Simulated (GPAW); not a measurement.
The system is KI.

```xyz
2
Lattice="0.0000 3.5328 3.5328 3.5328 0.0000 3.5328 3.5328 3.5328 0.0000" Properties=species:S:1:pos:R:3 pbc="T T T"
I     3.5328    3.5328    3.5328
K     0.0000    0.0000    0.0000
```

```yaml
Program: GPAW 26.7.0
Task: single point
Functional: PBEsol
Potentials_or_basis: PAW data sets generated in the run's folder for this functional
Cutoff: 600 eV
Basis: pw
k_mesh: 7 × 7 × 7
Occupations: fermi-dirac, width 0.05 eV
Spin: no spin polarisation
```

On this cell: pressure -0.3 GPa; largest force zero by symmetry; band gap on the k mesh 3.83 eV, direct.

The same run follows on a disturbed copy (atoms moved at random, drawn with an rms of 0.05 Å):

```xyz
2
Lattice="0.0000 3.5328 3.5328 3.5328 0.0000 3.5328 3.5328 3.5328 0.0000" Properties=species:S:1:pos:R:3 pbc="T T T"
I     3.5274    3.4959    3.5897
K    -0.0064    0.0222    0.0202
```

Q: What changes?

A: The energy moves by +1.2 meV/atom; pressure -0.3 GPa; largest force 0.066 eV/Å; band gap on the k mesh 3.83 eV, direct.

Forces on the atoms (eV/Å):
```
I   -0.001  0.057 -0.035
K    0.001 -0.057  0.035
```

Caveats: spin-orbit coupling is left out, which moves the levels of the heavy elements; an odd mesh through Γ misses points on the zone boundary, where band edges often lie.
